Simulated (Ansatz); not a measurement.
Crystal: Ag.

```xyz
1
Lattice="-1.6557 1.6557 1.6557 1.6557 -1.6557 1.6557 1.6557 1.6557 -1.6557" Properties=species:S:1:pos:R:3 pbc="T T T"
Ag    0.0000    0.0000    0.0000
```

This isn't the form of Ag at room conditions, which is fcc.

| Quantity | Value |
| --- | --- |
| Program | Ansatz 0.2.0 |
| Task | relaxation of cell and atoms |
| Functional | RPBE |
| Dispersion | D3(BJ) |
| Potentials or basis | Ansatz PAW |
| Cutoff | 420 eV (not typed: the program's choice for these potentials) |
| k mesh | 11 × 11 × 11 |
| Occupations | fermi-dirac, width 0.05 eV |
| Spin | no spin polarisation |

At the start: volume 18.15 Å³/atom.

Q: How do energy, volume and symmetry change on relaxing?

A: It ends after 6 steps and the volume is 14.23 Å³/atom (-21.6 %); space group Im-3m (No. 229, to 0.05 Å).

The path:
| step | energy change (eV) | largest force (eV/Å) | volume (Å³) |
| --- | --- | --- | --- |
| 1 | 0.0000 | 0.0000 | 18.15 |
| 2 | -0.3792 | 0.0000 | 15.63 |
| 3 | -0.4209 | 0.0000 | 13.40 |
| 4 | -0.4594 | 0.0000 | 14.26 |
| 5 | -0.4594 | 0.0000 | 14.23 |
| 6 | -0.4571 | 0.0000 | 14.23 |

Final structure:
```
CELL_PARAMETERS angstrom
-1.52659 1.52659 1.52659
1.52659 -1.52659 1.52659
1.52659 1.52659 -1.52659
ATOMIC_POSITIONS crystal
Ag 0.00000 0.00000 0.00000
```

Caveat: the volume moved by over 15 % at a fixed basis, so the end points are rough; the plane-wave basis is chosen anew once the cell has moved, so the energies of steps on either side of that aren't comparable; pairwise dispersion overbinds metals, which lowers pressure and volume; the PAW data sets come from PBE, with cores solved anew for the run's functional, which leaves a small shift of forces and pressure.
